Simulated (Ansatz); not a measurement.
# BaTiO3, space group Pm-3m: a charge-density difference against the sublattices

Program: the Python package of Ansatz (0.2.0).

Run as a notebook:

**Cell 1**
```python
import warnings

import ansatz
import numpy as np
```

**Cell 2**
```python
vectors0 = np.array([
    [4.006, 0.0, 0.0],
    [0.0, 4.006, 0.0],
    [0.0, 0.0, 4.006],
])
sites = [
    ('Ba', (0.5, 0.5, 0.5)),
    ('Ti', (0.0, 0.0, 0.0)),
    ('O', (0.5, 0.0, 0.0)),
    ('O', (0.0, 0.5, 0.0)),
    ('O', (0.0, 0.0, 0.5)),
]


def crystal_on(cell):
    crystal = ansatz.Crystal(lattice=ansatz.Lattice.of(cell))
    for symbol, position in sites:
        crystal = crystal.atom(symbol, position)
    return crystal
```

**Cell 3**
```python
warnings.simplefilter('ignore', ansatz.DeckWarning)
```

**Cell 4**
```python
# one cutoff and one grid for all runs, so that the fields can be subtracted
def solve(crystal):
    return (
        crystal.calculation()
        .functional('PBE')
        .occupations('Methfessel-Paxton', width=0.1)
        .basis(460, grid_basis='typed')
        .kpoints(6, 6, 6)
        .density()
        .run(threads=1)
    )


whole = solve(crystal_on(vectors0))
difference = whole.density().channels[0].density_e_per_ang3.copy()
binding = whole.report['free_energy_ev']
for element in ['Ba', 'Ti', 'O']:
    part = ansatz.Crystal(lattice=ansatz.Lattice.of(vectors0))
    for symbol, position in sites:
        if symbol == element:
            part = part.atom(symbol, position)
    alone = solve(part)
    difference -= alone.density().channels[0].density_e_per_ang3
    binding -= alone.report['free_energy_ev']
    print(f'{element} sublattice: {alone.report["n_electrons"]:g} electrons, {alone.report["n_iterations"]} iterations')
```
Output:
```text
Ba sublattice: 10 electrons, 7 iterations
Ti sublattice: 12 electrons, 6 iterations
O sublattice: 18 electrons, 6 iterations
```

**Cell 5**
```python
voxel = abs(np.linalg.det(vectors0)) / difference.size
print(f'energy of the crystal less its unpolarised sublattices: {binding / len(sites):.4f} eV/atom')
print(f'net charge of the difference {difference.sum() * voxel:.5f} e, charge rearranged {0.5 * np.abs(difference).sum() * voxel:.3f} e')
print(f'extremes {difference.min():.4f} and {difference.max():.4f} e/A^3')
for (symbol, position) in sites:
    index = tuple(int(round(p * n)) % n for p, n in zip(position, difference.shape))
    print(f'  change of the pseudo-density at the grid point nearest {symbol}: {difference[index]:+.4f} e/A^3')
profile = difference.mean(axis=(0, 1))
print('planar mean along the third vector:', np.round(profile[:: max(len(profile) // 12, 1)], 4))
```
Output:
```text
energy of the crystal less its unpolarised sublattices: -6.2167 eV/atom
net charge of the difference 0.00000 e, charge rearranged 1.301 e
extremes -0.3331 and 0.3821 e/A^3
  change of the pseudo-density at the grid point nearest Ba: -0.0170 e/A^3
  change of the pseudo-density at the grid point nearest Ti: -0.3331 e/A^3
  change of the pseudo-density at the grid point nearest O: -0.0071 e/A^3
  change of the pseudo-density at the grid point nearest O: -0.0071 e/A^3
  change of the pseudo-density at the grid point nearest O: -0.0071 e/A^3
planar mean along the third vector: [ 0.0148  0.0158  0.0002 -0.0137 -0.0134 -0.0045  0.0051  0.003   0.003
  0.0051 -0.0045 -0.0134 -0.0137  0.0002  0.0158]
```

Reading the output:
- Spin is left out of this run.
- This is a high-temperature or high-pressure form, not the ambient phase.
- The fields are valence quantities on the plane-wave grid; their values near the nuclei depend on the potentials.
- The structure is a deposited one; some such entries were measured under pressure or heat, so a shift against it needn't be the functional's error alone.
- Charge moved counts every rearrangement, bonding and polarisation too, and is no transfer between atoms; the bare sublattices are artificial references. Values near the nuclei depend on the potentials.
- It ran for 5.3 s on 1 thread of Arm Neoverse V1 (shared host), peak memory 0.41 GiB.
